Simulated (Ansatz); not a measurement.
Starting cell, CaF$_{2}$ (fluorite):

```yaml
crystal:
  lattice:
    - [0.00000, 2.72024, 2.72024]
    - [2.72024, 0.00000, 2.72024]
    - [2.72024, 2.72024, 0.00000]
  atoms:
    - { symbol: Ca, position: [0.00000, 0.00000, 0.00000] }
    - { symbol: F, position: [0.25000, 0.25000, 0.25000] }
    - { symbol: F, position: [0.75000, 0.75000, 0.75000] }
```

In each cell atom 3 (F, nearest neighbour Ca at 2.356 Å; its periodic images, 3.8 Å or more away, move with it) moves by s·(0.707, 0.707, 0.000) (along Cartesian [110]), the rest being held.

The numbers are results of r2SCAN (plane waves to 500 eV, PAW, scalar-relativistic; Ansatz, a quantum-chemistry and plane-wave program), not measurements. k mesh 9×9×9 (Γ-centred), Fermi-Dirac smearing 0.05 eV. The energy includes the smearing's −TS. CaF2 was relaxed with its symmetry unable to fall. The PAW data are Ansatz's earlier set. ΔE is measured from the undisplaced structure.

The scan covers s from -0.470 to 0.470 Å in 11 points.

Task: Is this a single well or a double well?

Result: A single well with its minimum at or next to zero displacement.

Task: Is the energy the same for equal positive and negative displacements?

Result: Even: the same for both signs. With its periodic images moving along, the atom's site symmetry in this cell is -43m.

Task: What force acts on the atom along the line at s = -0.470 Å?

Result: 3.03 eV/Å.

Task: What is the force constant k = d²E/ds² of this move at s = 0?

Result: 5.00 eV/Å².

(A displaced cell: forces are minus the slopes of the energy, force constants its curvatures, and phonons follow from these.)
